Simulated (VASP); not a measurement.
# Sn: convergence, density of states

Sn, I4_1/amd (no. 141), 2 atoms in the cell. PBE; PAW potentials Sn_d (PBE set). VASP 6.6.1.

Wanted: density of states by 0.5 eV bins within 8 %; centre of the states within 12 eV below the valence top within 0.03 eV; states at the Fermi level within 8 %.

What the run is for: density of states; Accuracy asked: standard; k mesh of the density: 11 × 11 × 11.

POSCAR:
```
Sn
1.0
   -2.9401404553      2.9401404553      1.5993019889
    2.9401404553     -2.9401404553      1.5993019889
    2.9401404553      2.9401404553     -1.5993019889
Sn
2
Direct
    0.0000000000      0.0000000000      0.0000000000
    0.7500000000      0.2500000000      0.5000000000
```

The series start from Plane-wave cutoff (eV): 280; k-point mesh: 13 × 13 × 13; Energy points (NEDOS): 2001; Occupations for the DOS: ISMEAR=-5; Electronic threshold (eV): 1e-6; Precision mode (PREC): Accurate. Each series keeps the choices made before it, and each single choice may use up half of a tolerance. Times cover all steps of a run.

## Plane-wave cutoff (eV)

| Plane-wave cutoff (eV) | Density of states by 0.5 eV bins, largest deviation against the largest value | Centre of the states within 12 eV below the valence top (eV) | States at the Fermi level (states/eV/atom) | Time (s) |
|---|---|---|---|---|
| 190 | 0.81 % | -4.516 | 0.4823 | 71 |
| 240 | 0.096 % | -4.520 | 0.4807 | 116 |
| 280 | 0.082 % | -4.520 | 0.4807 | 121 |
| 310 | 0.055 % | -4.520 | 0.4807 | 160 |
| 380 | 0.014 % | -4.519 | 0.4807 | 155 |
| 480 (reference) | 0 % | -4.519 | 0.4807 | 209 |

Chosen: 190, the loosest value from which every tighter one stays within half of the tolerance.

## k-point mesh

| k-point mesh | Density of states by 0.5 eV bins, largest deviation against the largest value | Centre of the states within 12 eV below the valence top (eV) | States at the Fermi level (states/eV/atom) | Time (s) |
|---|---|---|---|---|
| 5 × 5 × 5 | 27 % | -4.485 | 0.5441 | 30 |
| 7 × 7 × 7 | 16 % | -4.460 | 0.4668 | 39 |
| 8 × 8 × 8 | 14 % | -4.490 | 0.5113 | 39 |
| 11 × 11 × 11 | 11 % | -4.520 | 0.5083 | 54 |
| 13 × 13 × 13 | 7.3 % | -4.516 | 0.4823 | 71 |
| 15 × 15 × 15 | 4.7 % | -4.520 | 0.4847 | 63 |
| 19 × 19 × 19 | 2.3 % | -4.522 | 0.4799 | 118 |
| 23 × 23 × 23 (reference) | 0 % | -4.526 | 0.4814 | 153 |

Chosen: 19 × 19 × 19.

## Energy points (NEDOS)

| Energy points (NEDOS) | Density of states by 0.5 eV bins, largest deviation against the largest value | Centre of the states within 12 eV below the valence top (eV) | States at the Fermi level (states/eV/atom) | Time (s) |
|---|---|---|---|---|
| 301 | 0.58 % | -4.559 | 0.4846 | 88 |
| 501 | 0.16 % | -4.527 | 0.4809 | 78 |
| 1001 | 0.096 % | -4.528 | 0.4803 | 100 |
| 2001 | 0.11 % | -4.522 | 0.4799 | 118 |
| 4001 (reference) | 0 % | -4.522 | 0.4802 | 97 |

Chosen: 501.

## Occupations for the DOS

| Occupations for the DOS | Density of states by 0.5 eV bins, largest deviation against the largest value | Centre of the states within 12 eV below the valence top (eV) | States at the Fermi level (states/eV/atom) | Time (s) |
|---|---|---|---|---|
| ISMEAR=-5 | 0 % | -4.527 | 0.4809 | 78 |
| ISMEAR=-4 | 0 % | -4.527 | 0.4809 | 74 |
| ISMEAR=0 SIGMA=0.05 | 7.5 % | -4.515 | 0.5114 | 69 |
| ISMEAR=0 SIGMA=0.1 | 7.3 % | -4.517 | 0.4827 | 72 |
| ISMEAR=-15 SIGMA=0.025 | 0.014 % | -4.527 | 0.4809 | 99 |
| ISMEAR=1 SIGMA=0.1 | 7.8 % | -4.517 | 0.5084 | 82 |

Chosen: ISMEAR=-5; no other choice that stays within half of the tolerance saves 30 % of the time.

## Electronic threshold (eV)

| Electronic threshold (eV) | Density of states by 0.5 eV bins, largest deviation against the largest value | Centre of the states within 12 eV below the valence top (eV) | States at the Fermi level (states/eV/atom) | Time (s) |
|---|---|---|---|---|
| 0.001 | 0.041 % | -4.527 | 0.4813 | 94 |
| 0.0001 | 0 % | -4.527 | 0.4809 | 102 |
| 1e-5 | 0.055 % | -4.527 | 0.4809 | 107 |
| 1e-6 (reference) | 0 % | -4.527 | 0.4809 | 78 |

Chosen: 0.001.

## Precision mode (PREC)

| Precision mode (PREC) | Density of states by 0.5 eV bins, largest deviation against the largest value | Centre of the states within 12 eV below the valence top (eV) | States at the Fermi level (states/eV/atom) | Time (s) |
|---|---|---|---|---|
| Normal | 0.014 % | -4.527 | 0.4813 | 67 |
| Accurate (reference) | 0 % | -4.527 | 0.4813 | 94 |

Chosen: Normal.

## All choices together

| Input | Density of states by 0.5 eV bins, largest deviation against the largest value | Centre of the states within 12 eV below the valence top (eV) | States at the Fermi level (states/eV/atom) | Time (s) |
|---|---|---|---|---|
| defaults for smearing, thresholds and mesh (naive) | 36 % | -4.550 | 0.9491 | 52 |
| chosen settings | 2.2 % | -4.527 | 0.4813 | 67 |
| reference settings throughout | 0 % | -4.520 | 0.4787 | 514 |

The tolerance is met.

## The input

INCAR.step1:
```
ALGO = Normal ; EDIFF = 0.001
ENCUT = 190 ; GGA = PE
GGA_COMPAT = F ; ISMEAR = 1
KPAR = 4 ; LASPH = T
LCHARG = T ; LREAL = F
LWAVE = F ; NBANDS = 30
NELM = 120 ; PREC = Normal
SIGMA = 0.1
```

INCAR.step2, as INCAR.step1 but for:
```
- ISMEAR = 1
- LCHARG = T
- SIGMA = 0.1
+ EMAX = 15.7313
+ EMIN = -6.2687
+ ICHARG = 11
+ ISMEAR = -5
+ LCHARG = F
+ LORBIT = 11
+ NEDOS = 501
```

KPOINTS.step1:
```
k-points
0
Gamma
  11 11 11
```

KPOINTS.step2:
```
Automatic mesh
0
Gamma
  19 19 19
  0 0 0
```

Commands (each step's output is kept before the next begins):
```
cat potpaw_PBE.64/Sn_d/POTCAR > POTCAR
cp INCAR.step1 INCAR
cp KPOINTS.step1 KPOINTS
mpirun -np 4 vasp_std > vasp.out
cp INCAR.step2 INCAR
cp KPOINTS.step2 KPOINTS
mpirun -np 4 vasp_std > vasp.out
```

The chosen input took VASP 6.6.1 67 s on 4 cores (AMD EPYC 7R43 (Zen 3)), a shared host.

## An input that fails: tetrahedra on too few k points

VASP's message: IBZKPT: tetrahedron method fails for NKPT<4. NKPT = 1.

k mesh: 13 × 13 × 13 becomes 1 × 1 × 1.

Changes against the starting input:
```
(step 2)
- NELM = 120
- KPAR = 4
+ NELM = 73
```
